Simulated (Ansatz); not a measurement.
**AlAs (F-43m): band gap by G0W0 on HSE06**

It takes space group F-43m (No. 216, cubic). The conventional cell has a = 5.661 Å, b = 5.661 Å, c = 5.661 Å, α = 90.00°, β = 90.00°, γ = 90.00°. Nearest to Al lie 4 As at 2.45 Å. Nearest to As lie 4 Al at 2.45 Å. Farther neighbours are not listed.

| Item | Value |
| --- | --- |
| method | G0W0 on HSE06, plane waves, PAW (and 1 further level or step) |
| program | Ansatz 0.2.0 |
| settings of one run | cutoff 900 eV, 8×8×8 k-mesh, {"kind": "paw", "source": "ansatz"}, empty bands 407, screening cutoff 250 eV, screening contour deformation, QP bands (v2, c2), PAW set ansatz |
| cost | 2 runs, 6.4 min in all on 1 × NVIDIA H100 80GB HBM3 (shared by 6 runs) with 3 threads of AMD EPYC 7R13 (Zen 3), shared host (the runs of this entry) |
| notes | In doubt: masses and optical values from hybrid runs of this build are listed as unsure (in some of the runs), which bears on the screening that GW takes from such a start. The cell and positions come from the Crystallography Open Database and are kept as given unless a step says otherwise. Limits: no spin-orbit coupling. The differences hold parts that these runs do not separate: finite bands, cutoffs and mesh, points of the zone that were not corrected, the start of G0W0, spin-orbit coupling missing from it, static nuclei, no electron-hole attraction, and what each experiment reads as the gap. How much each gives is not known from the steps shown. |
| HSE06 gap over mesh and listed points | 2.091 eV, from k = Γ to k = (-0.500, -0.500, 0.000) |
| G0W0@HSE06 gap over 14 of 29 irreducible mesh points | 2.497 eV, from k = Γ to k = (0.000, -0.500, -0.500) |
| HSE06+SOC gap over mesh and listed points | 1.986 eV |
| GW settings | 8×8×8 mesh, 407 empty bands, screening to 250 eV, hard PAW files |
| known limits | finite bands, screening cutoff and k mesh; no spin-orbit coupling in G0W0 |

Over 14 of 29 irreducible mesh points the G0W0 gap is 2.497 eV, from k = Γ to k = (0.000, -0.500, -0.500). The HSE06 gap of this run on the mesh is 2.075 eV. The two states that bound the G0W0 gap lie that far apart at the start, so the correction of the gap is 2.497 − 2.075 = +0.422 eV. The valence state moves by 6.095 − 6.636 = −0.541 eV and the conduction state by 8.592 − 8.711 = −0.119 eV, on the run's own scale; how far single levels stand from their limit in bands is not shown.

[Runs of the session that timed out or met a known fault of the program may be left out.]

[Cells called generated may have been cut or substituted from an entry of the Crystallography Open Database or the Materials Project.]

[Hosts, paths, dates, database ids (printed as entryN), source tags and the programs' standing remarks are cut or masked in the printed files.]
